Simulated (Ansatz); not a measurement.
# NaCl: the cost of one run

Program: Ansatz 0.2.0. Level of theory: DFT PBEsol, scalar-relativistic, plane waves, PAW. These are calculated values, not measurements.

The COD cell was measured well above room temperature, so it is larger than a cold one.

### 1 The system as given

It takes space group Fm-3m (No. 225, cubic). Conventional cell: a = 5.663 Å, b = 5.663 Å, c = 5.663 Å, α = 90.00°, β = 90.00°, γ = 90.00°. Na (site symmetry m-3m) has 6 Cl at 2.83 Å in its first shell of neighbours. Cl (site symmetry m-3m) has 6 Na at 2.83 Å in its first shell of neighbours.

As a file:

```
Na Cl
1.0
     0.00000    2.83175    2.83175
     2.83175    0.00000    2.83175
     2.83175    2.83175    0.00000
Na Cl
1 1
Direct
  0.00000 0.00000 0.00000
  0.50000 0.50000 0.50000
```

The cell is taken as given, not relaxed at this level.

### 2 Setting up an energy map of one atom

Atom 1 (Na) is moved by p along (0.000, 1.000, 0.000) and q along (0.000, 0.000, 1.000) (Å), all else fixed; its images in the other cells move with it. Points alike by symmetry are run once.

### 3 p = -0.600, q = -0.600

Contents of input.yaml:

```yaml
crystal:
  lattice:
    - [0.0, 2.83175, 2.83175]
    - [2.83175, 0.0, 2.83175]
    - [2.83175, 2.83175, 0.0]
  atoms:
    - { symbol: Na, position: [-0.2118831112, 0.0, 0.0] }
    - { symbol: Cl, position: [0.5, 0.5, 0.5] }
basis:
  ecutwfc: 420
kpoints:
  mp_grid: { grid: [8, 8, 8] }
hamiltonian:
  xc: pbesol
scf:
  occupations: { method: gaussian, width: 0.05 }
output:
  forces: true
  stress: true
  eigenvalues: true
```

On the command line:

```bash
$ ansatz run input.yaml --threads 1 --pin off --max-ram 2560MiB --backend cpu --events-out ev --progress --plain --runs-dir out
```

What time and memory should one allow on 1 thread of Arm Neoverse V2, shared host?

About 3.3 s, with a peak of 0.33 GiB.
